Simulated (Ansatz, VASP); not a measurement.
# GaAs: VASP beside Ansatz

```
CELL_PARAMETERS angstrom
0.00000 2.82914 2.82914
2.82914 0.00000 2.82914
2.82914 2.82914 0.00000
ATOMIC_POSITIONS crystal
Ga 0.00000 0.00000 0.00000
As 0.25000 0.25000 0.25000
```

Alike in both runs: task single point; functional HSE06; k mesh 6 × 6 × 6; no spin polarisation.

|  | VASP | Ansatz |
| --- | --- | --- |
| version | VASP 6.6.1 | Ansatz 0.2.0 |
| potentials or method | VASP PAW PBE potentials, release 64 (Ga_d, As) | scalar-relativistic, plane waves, PAW |
| plane-wave cutoff (eV) | 520 | 420 |
| occupations | gaussian, width 0.01 eV | fixed |
| valence electrons in the cell | 18 | 28 |

```csv
,VASP,Ansatz,Ansatz less VASP
gap on the k mesh at the Fermi level (eV),1.40,1.40,+0.004
least direct gap on the mesh (eV),1.40,1.40,+0.004
```

The two sets of potentials don't hold the same shells in valence.

 A k mesh can miss the band edges.
